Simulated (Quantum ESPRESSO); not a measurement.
# AlN (P6_3mc) in Quantum ESPRESSO: a series of runs, part 3 of 3

Quantum ESPRESSO 7.5. Earlier steps stand in the parts before.

**5. Dielectric tensor, LDA**

File pw.in:

```
&CONTROL
  calculation = 'scf'
  prefix = 'pwscf'
  outdir = './tmp'
  pseudo_dir = './pseudo'
  tprnfor = .true.
  tstress = .true.
  disk_io = 'low'
/
&SYSTEM
  ibrav = 0
  celldm(1) = 8
  nat = 4
  ntyp = 2
  ecutwfc = 84
  nbnd = 14
  occupations = 'smearing'
  smearing = 'fd'
  degauss = 0.00146997
/
&ELECTRONS
  conv_thr = 8d-10
  electron_maxstep = 120
  mixing_beta = 0.5
/
ATOMIC_SPECIES
Al    26.9815 Al.upf
N     14.0070 N.upf
CELL_PARAMETERS alat
  0.7353396782450   0.0000000000000   0.0000000000000
 -0.3676698391225   0.6368228417753   0.0000000000000
  0.0000000000000   0.0000000000000   1.1765907283451
ATOMIC_POSITIONS crystal
Al     0.3333333333    0.6666666667    0.0000000000
Al     0.6666666667    0.3333333333    0.5000000000
N      0.3333333333    0.6666666667    0.3800000000
N      0.6666666667    0.3333333333    0.8800000000
K_POINTS automatic
8 8 5 0 0 1
```

File relax.in:

```
&CONTROL
  calculation = 'vc-relax'
  prefix = 'pwscf'
  outdir = './tmp'
  pseudo_dir = './pseudo'
  tprnfor = .true.
  tstress = .true.
  disk_io = 'low'
  nstep = 40
  forc_conv_thr = 0.0001
  etot_conv_thr = 1d-06
/
&SYSTEM
  ibrav = 0
  celldm(1) = 8
  nat = 4
  ntyp = 2
  ecutwfc = 84
  nbnd = 14
  occupations = 'smearing'
  smearing = 'fd'
  degauss = 0.00146997
/
&ELECTRONS
  conv_thr = 8d-10
  electron_maxstep = 120
  mixing_beta = 0.5
/
&IONS
  ion_dynamics = 'bfgs'
/
&CELL
  cell_dynamics = 'bfgs'
  press = 0
  press_conv_thr = 0.2
/
ATOMIC_SPECIES
Al    26.9815 Al.upf
N     14.0070 N.upf
CELL_PARAMETERS alat
  0.7353396782450   0.0000000000000   0.0000000000000
 -0.3676698391225   0.6368228417753   0.0000000000000
  0.0000000000000   0.0000000000000   1.1765907283451
ATOMIC_POSITIONS crystal
Al     0.3333333333    0.6666666667    0.0000000000
Al     0.6666666667    0.3333333333    0.5000000000
N      0.3333333333    0.6666666667    0.3800000000
N      0.6666666667    0.3333333333    0.8800000000
K_POINTS automatic
8 8 5 0 0 1
```

File scf2.in:

```
&CONTROL
  calculation = 'scf'
  prefix = 'pwscf'
  outdir = './tmp'
  pseudo_dir = './pseudo'
  tprnfor = .true.
  tstress = .true.
  disk_io = 'low'
/
&SYSTEM
  ibrav = 0
  celldm(1) = 8
  nat = 4
  ntyp = 2
  ecutwfc = 84
  nbnd = 14
  occupations = 'fixed'
/
&ELECTRONS
  conv_thr = 1d-13
  electron_maxstep = 120
  mixing_beta = 0.5
  startingpot = 'file'
  startingwfc = 'file'
/
ATOMIC_SPECIES
Al    26.9815 Al.upf
N     14.0070 N.upf
CELL_PARAMETERS alat
  0.7280502701181   0.0000000000068   0.0000000000000
 -0.3640251350650   0.6305100291510   0.0000000000000
  0.0000000000000   0.0000000000000   1.1653572796723
ATOMIC_POSITIONS crystal
Al     0.3333333334    0.6666666668   -0.0009784001
Al     0.6666666668    0.3333333334    0.4990215999
N      0.3333333334    0.6666666668    0.3809784001
N      0.6666666668    0.3333333334    0.8809784001
K_POINTS automatic
8 8 5 0 0 1
```

File ph.in:

```
dielectric of AlN
&INPUTPH
  prefix = 'pwscf'
  outdir = './tmp'
  tr2_ph = 1d-18
  fildyn = 'dyn'
  niter_ph = 90
  alpha_mix(1) = 0.7
  epsil = .true.
  trans = .false.
  zeu = .true.
/
0.0000000000 0.0000000000 0.0000000000
```

Potentials or basis: PseudoDojo 0.4.1 SR LDA standard.

The run is started by

```console
$ OMP_NUM_THREADS=1 pw.x -in pw.in > pw.out
$ OMP_NUM_THREADS=1 pw.x -in relax.in > relax.out
$ OMP_NUM_THREADS=1 pw.x -in scf2.in > scf2.out
$ OMP_NUM_THREADS=1 ph.x -in ph.in > ph.out
```

pw.out:

```text
This program is part of the open-source Quantum ESPRESSO suite
     for quantum simulation of materials; please cite
[... 9 lines left out ...]
     --------------------
     sticks:   dense  smooth     PW     G-vecs:    dense   smooth      PW
     Sum         805     805    241                29383    29383    4685

     Using Slab Decomposition

     bravais-lattice index     =            0
     lattice parameter (alat)  =       8.0000  a.u.
     unit-cell volume          =     282.0993 (a.u.)^3
     number of atoms/cell      =            4
     number of atomic types    =            2
     number of electrons       =        16.00
     number of Kohn-Sham states=           14
     kinetic-energy cutoff     =      84.0000  Ry
     charge density cutoff     =     336.0000  Ry
     scf convergence threshold =      8.0E-10
     mixing beta               =       0.5000
     number of iterations used =            8  plain     mixing
     Exchange-correlation= SLA  PW   NOGX NOGC
                           (   1   4   0   0   0   0   0)

     celldm(1)=   8.000000  celldm(2)=   0.000000  celldm(3)=   0.000000
     celldm(4)=   0.000000  celldm(5)=   0.000000  celldm(6)=   0.000000

     crystal axes: (cart. coord. in units of alat)
               a(1) = (   0.735340   0.000000   0.000000 )
               a(2) = (  -0.367670   0.636823   0.000000 )
               a(3) = (   0.000000   0.000000   1.176591 )

     reciprocal axes: (cart. coord. in units 2 pi/alat)
               b(1) = (  1.359916  0.785148 -0.000000 )
               b(2) = (  0.000000  1.570295  0.000000 )
               b(3) = (  0.000000 -0.000000  0.849913 )

     PseudoPot. # 1 for Al read from file:
     Al.upf
     Pseudo is Norm-conserving + core correction, Zval =  3.0
     Generated using ONCVPSP code by D. R. Hamann
     Using radial grid of 1854 points,  6 beta functions with:
                l(1) =   0
                l(2) =   0
                l(3) =   1
                l(4) =   1
                l(5) =   2
                l(6) =   2

     PseudoPot. # 2 for N  read from file:
     N.upf
     Pseudo is Norm-conserving + core correction, Zval =  5.0
     Generated using ONCVPSP code by D. R. Hamann
     Using radial grid of 1058 points,  4 beta functions with:
                l(1) =   0
                l(2) =   0
                l(3) =   1
                l(4) =   1

     atomic species   valence    mass     pseudopotential
     Al                3.00    26.98150     Al( 1.00)
     N                 5.00    14.00700     N ( 1.00)

     12 Sym. Ops. (no inversion) found ( 6 have fractional translation)

   Cartesian axes

     site n.     atom                  positions (alat units)
         1        Al     tau(   1) = (  -0.0000000   0.4245486   0.0000000  )
         2        Al     tau(   2) = (   0.3676698   0.2122743   0.5882954  )
         3        N      tau(   3) = (  -0.0000000   0.4245486   0.4471045  )
         4        N      tau(   4) = (   0.3676698   0.2122743   1.0353998  )

     number of k points=    30  Fermi-Dirac smearing, width (Ry)=  0.0015
                       cart. coord. in units 2pi/alat
        k(    1) = (   0.0000000   0.0000000   0.0849913), wk =   0.0125000
        k(    2) = (   0.0000000   0.0000000   0.2549740), wk =   0.0125000
        k(    3) = (   0.0000000   0.0000000  -0.4249566), wk =   0.0062500
        k(    4) = (   0.0000000   0.1962869   0.0849913), wk =   0.0750000
        k(    5) = (   0.0000000   0.1962869   0.2549740), wk =   0.0750000
        k(    6) = (   0.0000000   0.1962869  -0.4249566), wk =   0.0375000
[... 22 lines left out ...]
        k(   29) = (   0.3399789   0.7851477   0.2549740), wk =   0.0750000
        k(   30) = (   0.3399789   0.7851477  -0.4249566), wk =   0.0375000

     Dense  grid:    29383 G-vectors     FFT dimensions: (  36,  36,  60)

     Initial potential from superposition of free atoms

     starting charge      15.9956, renormalised to      16.0000
     Starting wfcs are   16 randomized atomic wfcs

     Self-consistent Calculation

     iteration #  1     ecut=    84.00 Ry     beta= 0.50
     Davidson diagonalization with overlap
     ethr =  1.00E-02,  avg # of iterations =  4.0

     total energy              =     -51.00910024 Ry
     estimated scf accuracy    <       1.20101426 Ry

     iteration #  2     ecut=    84.00 Ry     beta= 0.50
     Davidson diagonalization with overlap
     ethr =  7.51E-03,  avg # of iterations =  2.0

     total energy              =     -51.34980076 Ry
     estimated scf accuracy    <       0.15973815 Ry

     iteration #  3     ecut=    84.00 Ry     beta= 0.50
     Davidson diagonalization with overlap
     ethr =  9.98E-04,  avg # of iterations =  1.6
[... 36 lines left out ...]
     total energy              =     -51.37334238 Ry
     estimated scf accuracy    <       0.00000088 Ry

     iteration #  9     ecut=    84.00 Ry     beta= 0.50
     Davidson diagonalization with overlap
     ethr =  5.48E-09,  avg # of iterations =  2.0

     total energy              =     -51.37334261 Ry
     estimated scf accuracy    <          1.0E-09 Ry

     iteration # 10     ecut=    84.00 Ry     beta= 0.50
     Davidson diagonalization with overlap
     ethr =  6.22E-12,  avg # of iterations =  4.9

     End of self-consistent calculation

          k = 0.0000 0.0000 0.0850 (  3675 PWs)   bands (ev):

    -8.1554  -6.0539   0.9110   5.9714   5.9714   6.5638   6.5976   6.5976
    11.2363  13.3845  17.1960  17.7752  17.7752  19.3876

          k = 0.0000 0.0000 0.2550 (  3682 PWs)   bands (ev):

    -7.8492  -6.5923   1.9124   5.2020   6.0856   6.0856   6.4726   6.4726
    12.2580  13.5082  16.8466  17.7862  17.7863  17.9970

          k = 0.0000 0.0000-0.4250 (  3688 PWs)   bands (ev):

    -7.2851  -7.2851   3.4813   3.4813   6.2758   6.2758   6.2758   6.2758
    13.2209  13.2209  16.9643  16.9643  18.1143  18.1143

          k = 0.0000 0.1963 0.0850 (  3681 PWs)   bands (ev):

    -7.9548  -5.9353   1.1340   5.1023   5.6946   5.7289   6.5525   6.6211
    11.9732  14.1054  16.3557  16.7521  18.3061  19.0377
[... 28 lines left out ...]
    -6.6326  -5.4306   1.7605   2.7682   3.1828   4.8833   5.7134   6.1709
    12.6113  13.0004  15.0503  16.8262  17.9423  18.4492

          k = 0.0000 0.5889 0.2550 (  3667 PWs)   bands (ev):

    -6.4215  -5.6781   1.5001   2.2649   4.1639   5.0932   5.8762   5.8812
    12.0636  12.9590  15.6909  16.6293  17.9986  18.6996

          k = 0.0000 0.5889-0.4250 (  3670 PWs)   bands (ev):

    -6.0615  -6.0615   1.6950   1.6950   5.3038   5.3038   5.4634   5.4634
    12.3799  12.3799  16.1580  16.1580  18.3467  18.3467

          k = 0.0000-0.7851 0.0850 (  3660 PWs)   bands (ev):

    -6.1464  -5.4594   1.2675   2.4772   3.5858   4.7417   5.1485   6.0853
    12.3100  12.5215  15.2013  16.7458  17.6888  18.8507

          k = 0.0000-0.7851 0.2550 (  3660 PWs)   bands (ev):

    -6.0021  -5.5712   1.0442   1.7429   4.4794   4.9590   5.6842   5.7804
    11.7022  12.5680  15.8301  16.3723  18.0490  18.5364

          k = 0.0000-0.7851-0.4250 (  3676 PWs)   bands (ev):

    -5.7770  -5.7770   1.1708   1.1708   5.3436   5.3436   5.4329   5.4329
    12.0283  12.0283  15.9353  15.9353  18.4516  18.4516

          k = 0.1700 0.2944 0.0850 (  3674 PWs)   bands (ev):

    -7.5734  -5.7320   1.5562   4.1914   4.2981   5.5106   6.2286   6.4702
    12.8856  14.9185  15.3359  15.7206  18.1377  18.7187

          k = 0.1700 0.2944 0.2550 (  3681 PWs)   bands (ev):

    -7.2927  -6.1797   2.1846   3.8939   4.6196   5.3722   6.0009   6.1983
    13.1125  14.4428  15.4796  16.0188  17.9686  18.7467

          k = 0.1700 0.2944-0.4250 (  3686 PWs)   bands (ev):

    -6.7842  -6.7842   3.0790   3.0790   5.2793   5.2793   5.7704   5.7704
    13.6843  13.6843  15.9370  15.9370  18.1841  18.1841
[... 48 lines left out ...]
    -5.8037  -5.4827   1.8351   2.8438   3.0129   4.2606   4.5282   4.9540
    12.0133  14.7153  15.8828  16.3908  17.8653  18.4360

          k = 0.3400 0.7851 0.2550 (  3661 PWs)   bands (ev):

    -5.7187  -5.5171   1.7383   2.1675   2.8520   3.9739   5.2846   5.7362
    12.7718  14.4060  15.1691  15.5991  18.1645  18.3349

          k = 0.3400 0.7851-0.4250 (  3658 PWs)   bands (ev):

    -5.6021  -5.6021   1.7460   1.7460   3.2924   3.2924   5.9644   5.9644
    13.5803  13.5803  15.1715  15.1715  18.2529  18.2529

     the Fermi energy is     9.1090 ev

!    total energy              =     -51.37334262 Ry
     estimated scf accuracy    <          6.0E-10 Ry
     smearing contrib. (-TS)   =       0.00000000 Ry
     internal energy E=F+TS    =     -51.37334262 Ry

     The total energy is F=E-TS. E is the sum of the following terms:
     one-electron contribution =      -2.13624739 Ry
     hartree contribution      =      11.23437035 Ry
     xc contribution           =     -16.98501730 Ry
     ewald contribution        =     -43.48644828 Ry

     convergence has been achieved in  10 iterations

     Forces acting on atoms (cartesian axes, Ry/au):

     atom    1 type  1   force =     0.00000000   -0.00000000   -0.00444513
     atom    2 type  1   force =     0.00000000   -0.00000000   -0.00444513
     atom    3 type  2   force =    -0.00000000   -0.00000000    0.00444513
     atom    4 type  2   force =     0.00000000    0.00000000    0.00444513

     Total force =     0.008890     Total SCF correction =     0.000001

     Computing stress (Cartesian axis) and pressure

          total   stress  (Ry/bohr**3)                   (kbar)     P=      -58.45
  -0.00043759  -0.00000000  -0.00000000          -64.37       -0.00       -0.00
   0.00000000  -0.00043759  -0.00000000            0.00      -64.37       -0.00
  -0.00000000  -0.00000000  -0.00031681           -0.00       -0.00      -46.60

=------------------------------------------------------------------------------=
   JOB DONE.
=------------------------------------------------------------------------------=
```

It took 11 min on 1 thread of AMD EPYC, shared host; peak memory 0.08 GiB.

Results:

```
Free energy                             : -698.9938 eV
Relaxed volume                          : 10.15 Å³/atom
Relaxed cell                            : a = 3.082 Å, b = 3.082 Å, c = 4.933 Å, α = 90.00°, β = 90.00°, γ = 120.00°
Space group after relaxing (to 0.05 Å)  : P6_3mc (No. 186)
Pressure after relaxing                 : 0.0 GPa
Electronic dielectric tensor (diagonal) : 4.35, 4.35, 4.56
Born charges (mean of the diagonal)     : Al +2.56; N -2.56 e
```

Step by step:
```
step  energy change (eV)  largest force (eV/Å)  pressure (GPa)  volume (Å³)
   1              0.0000                0.1143           -5.84        41.80
   2             -0.0237                0.0332            0.13        40.57
   3             -0.0238                0.0234            0.00        40.59
   4             -0.0239                0.0115           -0.03        40.60
   5             -0.0239                0.0000           -0.01        40.59
   6             -0.0239                0.0000            0.00        40.59
```

Final structure:
```
CELL_PARAMETERS angstrom
3.08214 0.00000 0.00000
-1.54107 2.66921 0.00000
0.00000 0.00000 4.93344
ATOMIC_POSITIONS crystal
Al 0.33333 0.66667 0.99902
Al 0.66667 0.33333 0.49902
N 0.33333 0.66667 0.38098
N 0.66667 0.33333 0.88098
```

Levels at points of the mesh, in eV from the valence-band top:
| k point | band 5 | band 6 | band 7 | band 8 | band 9 | band 10 | band 11 | band 12 |
| --- | --- | --- | --- | --- | --- | --- | --- | --- |
| (0.00, 0.00, -0.50) | -0.39 | -0.39 | -0.39 | -0.39 | 6.85 | 6.85 | 10.56 | 10.56 |
| (0.00, -0.50, -0.50) | -1.33 | -1.33 | -1.22 | -1.22 | 5.49 | 5.49 | 9.46 | 9.46 |

Electronic dielectric tensor:
```
4.35 0.00 0.00
0.00 4.35 0.00
0.00 0.00 4.56
```

Born effective charge tensors (e):
atom 1, Al
```
2.51 0.00 0.00
0.00 2.51 0.00
0.00 0.00 2.67
```
atom 2, Al
```
2.51 0.00 0.00
0.00 2.51 0.00
0.00 0.00 2.67
```
atom 3, N
```
-2.51  0.00  0.00
 0.00 -2.51  0.00
 0.00  0.00 -2.67
```
atom 4, N
```
-2.51  0.00  0.00
 0.00 -2.51  0.00
 0.00  0.00 -2.67
```

**6. Overview**

| level | potentials or basis | cell | form of the LDA correlation | pressure (GPa) | largest force (eV/Å) |
| --- | --- | --- | --- | --- | --- |
| PBE | PseudoDojo 0.4.1 SR PBE standard | as given | - | 3.4 | 0.13 |
| PBE | PseudoDojo 0.4.1 SR PBE standard | relaxed | - | 0.0 | - |
| LDA | PseudoDojo 0.4.1 SR LDA standard | as given | PW92 | -5.8 | 0.11 |
| LDA | PseudoDojo 0.4.1 SR LDA standard | relaxed | PW92 | 0.0 | - |

Alike in all rows: task dielectric tensor; no spin polarisation; k mesh 8 × 8 × 5, shifted; cutoff (eV) 1143; smearing fermi-dirac 0.02 eV.

Caveats: the cell is more than 3 GPa from zero pressure, which shifts response properties (some runs).

Absolute energies hang on the potentials; compare differences alone.
